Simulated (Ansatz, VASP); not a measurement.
## WC in VASP and in Ansatz

```
CELL_PARAMETERS angstrom
0.00000 1.88736 1.88736
1.88736 0.00000 1.88736
1.88736 1.88736 0.00000
ATOMIC_POSITIONS crystal
W 0.00000 0.00000 0.00000
C 0.50000 0.50000 0.50000
```

Change from the starting cell: volume scaled by 0.64, PAW files.

Alike in both runs: task single point; functional PBE; k mesh 15 × 15 × 15; occupations fermi-dirac, width 0.08 eV; no spin polarisation.

```csv
,VASP,Ansatz
version,VASP 6.6.1,Ansatz 0.2.0
potentials or method,"VASP PAW PBE potentials, release 64 (W_sv, C)","PAW with Ansatz's default frozen-core files, scalar-relativistic"
plane-wave cutoff (eV),520,420
valence electrons in the cell,18,18
```

```csv
,VASP,Ansatz,Ansatz less VASP
pressure (GPa),424.3,417.8,-6.56
```

With one functional, cell and mesh, what is left measures potentials, basis and numerics.

Caveats: the cell as given lies far from equilibrium; so large a pressure means that the cell lies far from this level's equilibrium, or that cutoff or potentials fall short (VASP). The runs have no spin-orbit coupling, so splittings on W are missing.
